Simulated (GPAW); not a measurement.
## BN in GPAW: the effect of functional

BN:

```xyz
2
Lattice="0.0000 1.8130 1.8130 1.8130 0.0000 1.8130 1.8130 1.8130 0.0000" Properties=species:S:1:pos:R:3 pbc="T T T"
N     0.9065    0.9065    0.9065
B     0.0000    0.0000    0.0000
```

The cell is a database's computed one.

Alike in all runs:

```yaml
Program: GPAW 26.7.0
Task: dielectric tensor
Cutoff: 600 eV
Basis: pw
k_mesh: 10 × 10 × 10
Occupations: fermi-dirac, width 0.001 eV
Spin: no spin polarisation
```

```csv
functional,potentials or basis,dielectric constant (mean)
GLLB-SC,the program's PAW data sets (release 1.2.1) made for this functional,?
LDA,the program's PAW data sets (release 1.2.1) made for this functional,4.57
AM05,PAW data sets generated in the run's folder for this functional,4.58
PBEsol,PAW data sets generated in the run's folder for this functional,4.59
```

**Question.** What does the run with functional GLLB-SC give?

**Answer.** Dielectric constant 4.24 mean.

Caveats: the long-wavelength limit can be off by a per cent or two; a model potential gives levels but no total energy (some runs); response on these states lacks terms of the Hamiltonian (some runs).

Runs at the PBE level aren't shown here.
